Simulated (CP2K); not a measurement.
MgO:

```xyz
2
Lattice="2.9656 0.0000 0.0000 1.4828 2.5683 0.0000 1.4828 0.8561 2.4214" Properties=species:S:1:pos:R:3 pbc="T T T"
Mg    0.0000    0.0000    0.0000
O     2.9656    1.7122    1.2107
```

The cell is a database's computed one.

Base run:

- Program: CP2K 2026.2
- Functional: PBE
- Dispersion: D3(BJ)+ATM
- Potentials or basis: POTENTIAL_UZH Mg GTH-PBE-q10, O GTH-PBE-q6; TZVP-MOLOPT-PBE-GTH basis
- Density cutoff: 19048 eV
- k mesh: 11 × 11 × 11
- Occupations: fermi-dirac, width 0.05 eV
- Spin: no spin polarisation

Its results: band gap on the k mesh 4.82 eV, direct; pressure 6.2 GPa.

Question: The run is repeated on the same cell with these changes: dispersion from D3(BJ)+ATM to D4. What comes out?

Answer: Band gap on the k mesh 4.82 eV, direct; pressure 7.7 GPa.

Caveats: an odd mesh through Γ misses points on the zone boundary, where band edges often lie; the basis of atomic orbitals isn't converged, which shifts pressures, moduli and gaps.

Not every run made on this cell is shown here.
